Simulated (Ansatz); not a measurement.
# Ag (P6_3/mmc), one atom moved over a plane

Level of theory: DFT PBE, scalar-relativistic, plane waves, PAW (Ansatz). Cutoff 420 eV, Γ-centred 18×18×10 k-points, Gaussian smearing of 0.15 eV. No spin polarisation. Energies are free energies at this smearing, counted from the undisturbed cell; pressure is positive in compression.

Reference structure (as given, not relaxed at this level; it stands at 0.4 GPa; this form isn't the usual structure):

```
Ag
1.0
     2.93000    0.00000    0.00000
    -1.46500    2.53745    0.00000
     0.00000    0.00000    4.79000
Ag
2
Direct
  0.33333 0.66667 0.25000
  0.66667 0.33333 0.75000
```

Atom 1 (Ag) is moved by p along (1.000, 0.000, 0.000) and q along (0.000, 1.000, 0.000) (Å), all else fixed. Points are written (p, q).

Energy above the undisturbed cell in eV/cell (a dash: not computed):

| p \ q | -0.600 | -0.300 | 0.000 | 0.300 | 0.600 |
| --- | --- | --- | --- | --- | --- |
| -0.600 | 0.40 | 0.28 | 0.14 | 0.08 | 0.14 |
| -0.300 | 0.16 | 0.09 | 0.04 | 0.05 | 0.20 |
| 0.000 | 0.07 | 0.03 | 0.00 | 0.05 | 0.22 |
| 0.300 | 0.16 | 0.09 | 0.04 | 0.05 | 0.20 |
| 0.600 | 0.40 | 0.28 | 0.14 | 0.08 | 0.14 |

Pressure in GPa:

```csv
p \ q,-0.600,-0.300,0.000,0.300,0.600
-0.600,6.6,4.7,2.7,1.7,2.6
-0.300,2.9,1.9,1.0,1.3,3.5
0.000,1.6,0.9,0.4,1.2,3.9
0.300,2.9,1.9,1.0,1.3,3.5
0.600,6.6,4.7,2.7,1.7,2.6
```

Cost: 15 runs of about 8 core-minutes in all, on Intel Xeon Platinum 8259CL (Skylake/Cascade Lake) (shared hosts).